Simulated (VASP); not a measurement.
ZnS: band structure with LDA

**What was measured.**

From “Electronic, vibrational, and thermodynamic properties of ZnS (zincblende and rocksalt structure)”, 2009, arxiv:0911.5022, for a bulk crystal of ZnS at 19 K: band gap 3.85 eV (direct).

ZnS:

```
Zn S
1.0
     0.00000    2.68033    2.68033
     2.68033    0.00000    2.68033
     2.68033    2.68033    0.00000
Zn S
1 1
Direct
  0.25000 0.25000 0.25000
  0.00000 0.00000 0.00000
```

```
Program                : VASP 6.6.1
Task                   : band structure
Functional             : LDA
Potentials or basis    : VASP PAW LDA potentials, release 64 (Zn, S)
Cutoff                 : 520 eV
k mesh                 : 10 × 10 × 10
Occupations            : gaussian, width 0.03 eV
Spin                   : no spin polarisation
Further INCAR settings : ALGO = Normal; EDIFF = 1e-07
```

```
Pressure                : -2.6 GPa
Band gap on the k mesh  : 2.00 eV, direct
Band gap along the path : 2.00 eV, direct
```

Levels at the corners of the path, in eV from the valence-band top:
```tsv
point	band 6	band 7	band 8	band 9	band 10	band 11	band 12	band 13
Γ	-6.09	0.00	0.00	0.00	2.00	6.24	6.24	6.24
X	-5.85	-4.76	-2.34	-2.34	3.14	3.90	10.89	11.95
X	-5.85	-4.76	-2.34	-2.34	3.14	3.90	10.89	11.95
W	-5.65	-4.79	-2.92	-2.87	5.53	6.04	7.74	8.03
W	-5.65	-4.79	-2.92	-2.87	5.53	6.04	7.74	8.03
K	-5.71	-4.82	-3.30	-1.90	3.91	5.88	9.27	9.73
K	-5.71	-4.82	-3.30	-1.90	3.91	5.88	9.27	9.73
Γ	-6.09	0.00	0.00	0.00	2.00	6.24	6.24	6.24
Γ	-6.09	0.00	0.00	0.00	2.00	6.24	6.24	6.24
L	-5.87	-5.54	-0.91	-0.91	3.16	6.78	6.78	8.72
L	-5.87	-5.54	-0.91	-0.91	3.16	6.78	6.78	8.72
U	-5.71	-4.82	-3.30	-1.90	3.91	5.88	9.27	9.73
U	-5.71	-4.82	-3.30	-1.90	3.91	5.88	9.27	9.73
W	-5.65	-4.79	-2.92	-2.87	5.53	6.04	7.74	8.03
W	-5.65	-4.79	-2.92	-2.87	5.53	6.04	7.74	8.03
L	-5.87	-5.54	-0.91	-0.91	3.16	6.78	6.78	8.72
L	-5.87	-5.54	-0.91	-0.91	3.16	6.78	6.78	8.72
K	-5.71	-4.82	-3.30	-1.90	3.91	5.88	9.27	9.73
U	-5.71	-4.82	-3.30	-1.90	3.91	5.88	9.27	9.73
X	-5.85	-4.76	-2.34	-2.34	3.14	3.90	10.89	11.95
```

Run time: 32 s on 1 thread of Intel(R) Xeon(R) 6975P-C (Granite Rapids) (shared host), peak memory 0.16 GiB.

Measured gap of ZnS: 3.85 eV (direct; 19 K; quoted in “Electronic, vibrational, and thermodynamic properties of ZnS (zincblende and rocksalt structure)”, 2009, arxiv:0911.5022). This calculation gives 2.00 eV (-1.85 eV). The value is that of LDA, without temperature or zero-point motion. Semilocal functionals fall short of measured gaps as a rule.
